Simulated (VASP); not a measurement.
# CoO (P3m1) in VASP: further runs, part 2 of 2

VASP 6.6.1.

### 5 Single point, PBE, collinear spin, ferromagnetic start

The input, INCAR:

```
PREC = Accurate
ENCUT = 450
EDIFF = 1E-4
ISMEAR = 0
SIGMA = 0.05
LREAL = F
LASPH = T
NELM = 100
ALGO = Normal
ISIF = 2
LWAVE = F
LCHARG = F
ISPIN = 2
MAGMOM = 2 2 0 0
LORBIT = 11
LMAXMIX = 4
GGA = PE
NBANDS = 27
ADDGRID = F
```

The input, KPOINTS:

```
Automatic mesh
0
Gamma
  5 5 3
```

The input, POSCAR:

```
CoO
1.0
    3.1976457435      0.0000000000      0.0000000000
   -1.5988228718      2.7692424462      0.0000000000
    0.0000000000      0.0000000000      5.2287097100
Co O
2 2
Direct
    0.3365030000      0.6381030000      0.5003980000
    0.0481210000      0.0161470000     -0.0014250000
    0.3062570000      0.6452830000      0.8672390000
    0.0541720000      0.0112240000      0.3867870000
```

Potentials or basis: VASP PAW PBE potentials, release 64 (Co, O).

Command:

```console
cat potpaw_PBE.64/Co/POTCAR potpaw_PBE.64/O/POTCAR > POTCAR
mpirun -np 1 vasp_std > vasp.out
```

OUTCAR:

```text
PREC = Accurate
   ENCUT = 450
   EDIFF = 1E-4
   ISMEAR = 0
   LREAL = F
   LASPH = T
   NELM = 100
   ISIF = 2
   ISPIN = 2
   LORBIT = 11
   GGA = PE

 Found     38 irreducible k-points:

 Following reciprocal coordinates:
            Coordinates               Weight
  0.000000  0.000000  0.000000      1.000000
  0.200000  0.000000  0.000000      2.000000
  0.000000  0.200000  0.000000      2.000000
 -0.200000  0.200000  0.000000      2.000000
  0.400000  0.000000  0.000000      2.000000
  0.000000  0.400000  0.000000      2.000000
   k-points           NKPTS =     38   k-points in BZ     NKDIM =     38   number of bands    NBANDS=     27
   number of dos      NEDOS =    301   number of ions     NIONS =      4
   total plane-waves  NPLWV =  20736
   dimension x,y,z NGX =    24 NGY =   24 NGZ =   36
   dimension x,y,z NGXF=    48 NGYF=   48 NGZF=   72
   ions per type =               2   2
[... 438 lines left out ...]

  FORCE on cell =-STRESS in cart. coord.  units (eV):
  Direction    XX          YY          ZZ          XY          YZ          ZX
  --------------------------------------------------------------------------------------
  -------------------------------------------------------------------------------------
  Total       -0.9104779      1.8031617      0.3116936     -1.5655308      0.3622502     -0.1515816
  in kB      -31.5060616     62.3963811     10.7858049    -54.1734307     12.5352588     -5.2453102
  external PRESSURE =      13.8920415 kB  Pullay stress =       0.0000000 kB

 VOLUME and BASIS-vectors are now :
 -----------------------------------------------------------------------------
  energy-cutoff  :      450.00
  volume of cell :       46.30
      direct lattice vectors                 reciprocal lattice vectors
     3.197645743  0.000000000  0.000000000     0.312730077  0.180554794  0.000000000
    -1.598822872  2.769242446  0.000000000     0.000000000  0.361109588  0.000000000
     0.000000000  0.000000000  5.228709710     0.000000000  0.000000000  0.191251773

 POSITION                                       TOTAL-FORCE (eV/Angst)
 -----------------------------------------------------------------------------------
      0.05580      1.76706      2.61644         0.481991      0.876427     -0.026059
      0.12806      0.04471      5.22126        -0.619284     -0.313779      0.539999
     -0.05239      1.78695      4.53454         0.667860      0.368655      0.301819
      0.15528      0.03108      2.02240        -0.530567     -0.931303     -0.815759
 -----------------------------------------------------------------------------------
    total drift:                                0.003938      0.002109     -0.004662

  FREE ENERGIE OF THE ION-ELECTRON SYSTEM (eV)
  ---------------------------------------------------
  free  energy   TOTEN  =       -26.4223136625 eV

  energy  without entropy=      -26.4170556335  energy(sigma->0) =      -26.41968465

 total charge

# of ion       s       p       d       tot
------------------------------------------
    1        0.367   0.476   7.214   8.056
    2        0.344   0.422   7.202   7.968
    3        1.563   3.452   0.000   5.015
    4        1.563   3.449   0.000   5.012
--------------------------------------------------
tot          3.837   7.799  14.415  26.051

 magnetization (x)

# of ion       s       p       d       tot
------------------------------------------
    1        0.020   0.059   2.359   2.438
    2        0.023   0.050   2.352   2.425
    3        0.021   0.292   0.000   0.313
    4        0.021   0.278   0.000   0.299
--------------------------------------------------
tot          0.084   0.680   4.711   5.476
```

OSZICAR:

```text
N       E                     dE             d eps       ncg     rms          rms(c)
DAV:   1     0.235103043301E+03    0.23510E+03   -0.12311E+04  4112   0.117E+03
DAV:   2    -0.651746835248E+01   -0.24162E+03   -0.21660E+03  4254   0.293E+02
DAV:   3    -0.313962738549E+02   -0.24879E+02   -0.23542E+02  4524   0.108E+02
DAV:   4    -0.319200233066E+02   -0.52375E+00   -0.52222E+00  4545   0.165E+01
DAV:   5    -0.319365668291E+02   -0.16544E-01   -0.16541E-01  5331   0.274E+00    0.256E+01
DAV:   6    -0.310621690176E+02    0.87440E+00   -0.47252E+01  5437   0.968E+01    0.344E+01
DAV:   7    -0.277036908836E+02    0.33585E+01   -0.22461E+01  4984   0.944E+01    0.261E+01
DAV:   8    -0.268935970220E+02    0.81009E+00   -0.27900E+01  5584   0.383E+01    0.165E+01
DAV:   9    -0.262825693596E+02    0.61103E+00   -0.49155E+00  5862   0.197E+01    0.570E+00
DAV:  10    -0.264116784764E+02   -0.12911E+00   -0.65989E-01  6014   0.696E+00    0.202E+00
DAV:  11    -0.264207449733E+02   -0.90665E-02   -0.11832E-01  5830   0.299E+00    0.919E-01
DAV:  12    -0.264226014781E+02   -0.18565E-02   -0.20991E-02  5139   0.107E+00    0.567E-01
DAV:  13    -0.264221035411E+02    0.49794E-03   -0.42859E-03  4956   0.777E-01    0.270E-01
DAV:  14    -0.264221591825E+02   -0.55641E-04   -0.19737E-03  4711   0.404E-01    0.123E-01
DAV:  15    -0.264223476520E+02   -0.18847E-03   -0.58877E-04  2849   0.212E-01    0.107E-01
DAV:  16    -0.264223136625E+02    0.33989E-04   -0.13205E-04  2138   0.176E-01
   1 F= -.26422314E+02 E0= -.26419685E+02  d E =-.525803E-02  mag=     5.6797
```

Run time: 29 s. Hardware: 1 thread of Intel Xeon 6975P-C (Granite Rapids), shared host; peak memory 0.2 GiB.

These settings aren't checked as converged: the numbers below hold their error.

What came out:

- Free energy: -26.4223 eV
- Largest force: 1.347 eV/Å
- Band gap on the k mesh: none (metal or under the smearing width)
- Net moment: 5.68 μB per cell
- Site moments: Co +2.44, +2.42; O +0.31, +0.30 μB
- Valence electrons inside the program's atomic spheres: Co 8.06, 7.97; O 5.01

Caveat: the k mesh is coarse (spacing up to 0.45 Å⁻¹), so the values aren't converged; the cutoff is under 1.25 times the usual one of these potentials, so pressure, stress and relaxed cells hold a basis-set (Pulay) error; semilocal functionals often make such compounds metallic where correlation or magnetic order opens a gap, which also shifts bond lengths.

### 6 Single point, PBE, collinear spin, ferromagnetic start

Edit INCAR of step 5 so:

```diff
@@ -2,3 +2,3 @@
 ENCUT = 450
-EDIFF = 1E-4
+EDIFF = 1E-5
 ISMEAR = 0
```

KPOINTS is that of step 5.

The input, POSCAR:

```
CoO
1.0
    3.1976457435      0.0000000000      0.0000000000
   -1.5988228718      2.7692424462      0.0000000000
    0.0000000000      0.0000000000      5.2287097100
Co O
2 2
Direct
    0.3333333333      0.6666666667      0.5033624100
    0.0000000000      0.0000000000      0.0034741400
    0.3333333333      0.6666666667      0.8715556000
    0.0000000000      0.0000000000      0.3716088500
```

Potentials or basis: VASP PAW PBE potentials, release 64 (Co, O).

Command:

```console
cat potpaw_PBE.64/Co/POTCAR potpaw_PBE.64/O/POTCAR > POTCAR
mpirun -np 1 vasp_std > vasp.out
```

Run time: 14 s. Hardware: 1 thread of Intel Xeon 6975P-C (Granite Rapids), shared host; peak memory 0.17 GiB.

The run converged, but some of its settings lie outside the range that counts as converged, so its numbers aren't taken as properties of the crystal.

What came out:

* Free energy: -26.6336 eV
* Largest force: 0.296 eV/Å
* Band gap on the k mesh: none (metal or under the smearing width)
* Net moment: 5.90 μB per cell
* Site moments: Co +2.51; O +0.32 μB
* Valence electrons inside the program's atomic spheres: Co 7.97; O 5.01

Caveat: the k mesh is coarse (spacing up to 0.45 Å⁻¹), so the values aren't converged; the cutoff is under 1.25 times the usual one of these potentials, so pressure, stress and relaxed cells hold a basis-set (Pulay) error; semilocal functionals often make such compounds metallic where correlation or magnetic order opens a gap, which also shifts bond lengths.

### 7 The reference run

An earlier run on the cell as given: functional PBE; potentials or basis VASP PAW PBE potentials, release 64 (Co, O); cutoff 520 eV; k mesh 10 × 10 × 5; occupations fermi-dirac, width 0.05 eV; collinear spin, ferromagnetic start; starting moments [2.0, 2.0, 0.0, 0.0] μB.

* Pressure: 1.4 GPa
* Largest force: 0.310 eV/Å
* Band gap on the k mesh: none (metal or under the smearing width)
* Net moment: 5.85 μB per cell
* Site moments: Co +2.50; O +0.31 μB
* Valence electrons inside the program's atomic spheres: Co 7.97; O 5.00
